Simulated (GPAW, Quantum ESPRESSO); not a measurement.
## TiC: energy against volume and a worked fit

```xyz
2
Lattice="3.0628 0.0000 0.0000 1.5314 2.6525 0.0000 1.5314 0.8842 2.5008" Properties=species:S:1:pos:R:3 pbc="T T T"
Ti    0.0000    0.0000    0.0000
C     3.0628    1.7683    1.2504
```

The cell is a database's computed one, not the measured one.

The cell was scaled at fixed shape and fractions and run with GPAW, the program's PAW data sets (release 1.2.1) made for this functional, cutoff 800 eV; LDA, k mesh 11 × 11 × 11 on the cell of 2 atoms, fermi-dirac occupations of 0.05 eV, no spin polarisation, no spin-orbit coupling. Energies are those that the program minimises, any entropy of the smearing included. For a metal such a mesh isn't converged to the digits shown.

```csv
V (Å³/atom),energy over the lowest row (meV/atom)
9.5485,2.78
9.7516,0.00
9.9548,4.61
10.1580,15.85
10.3611,?
10.5643,55.67
10.7674,83.09
```

Problem. Fit the third-order Birch-Murnaghan form, give V0, B0 and B′, and predict the energy left open.

Solution. With y = (V0/V)^(2/3), E = E0 + (9 V0 B0/16) [(y - 1)³ B′ + (y - 1)² (6 - 4y)]. Least squares through the rows shown give V0 = 9.7231 Å³/atom, E0 = -0.07 meV, B0 = 282.6 GPa (1 eV/Å³ = 160.218 GPa) and B′ = 4.09, with a largest miss of 0.01 meV. At V = 10.3611 the form with these constants gives 33.07 meV; the run gave 33.07 meV an atom. Other set-ups at this level, from all their volumes (Å³/atom, GPa): Quantum ESPRESSO, PseudoDojo 0.4.1 SR LDA standard: V0 9.686, B0 282.7. Measured volume: 10.09 Å³/atom at 300 K (pmc:8230697, doi:10.3390/ma14123222), so the fit lies -3.6 % from it. The runs are for a static lattice.
